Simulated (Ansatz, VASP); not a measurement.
**SrCl2 in VASP and in Ansatz**

```
Sr Cl
1.0
     0.00000    2.95180    2.95180
     2.95180    0.00000    2.95180
     2.95180    2.95180    0.00000
Sr Cl
1 2
Direct
  0.00000 0.00000 0.00000
  0.75000 0.75000 0.75000
  0.25000 0.25000 0.25000
```

Change from the starting cell: volume scaled by 0.6, LAPW.

Alike in both runs: task single point; functional PBEsol; k mesh 7 × 7 × 7; occupations fermi-dirac, width 0.03 eV; no spin polarisation.

```csv
,VASP,Ansatz
version,VASP 6.6.1,Ansatz 0.2.0
potentials or method,"VASP PAW PBE potentials, release 64 (Sr_sv, Cl), cutoff 520 eV","all-electron LAPW, scalar-relativistic"
```

```tsv
	VASP	Ansatz	Ansatz less VASP
gap on the k mesh at the Fermi level (eV)	4.70	4.72	+0.019
pressure (GPa)	52.2	51.0	-1.24
```

Ansatz ran all-electron here, so the differences hold the error of VASP's frozen core and of both bases.

Caveats: so large a pressure means that the cell lies far from this level's equilibrium, or that cutoff or potentials fall short (VASP); the potentials were made for another functional, which shifts forces and pressure (VASP); an odd mesh through Γ misses points on the zone boundary, where band edges often lie.
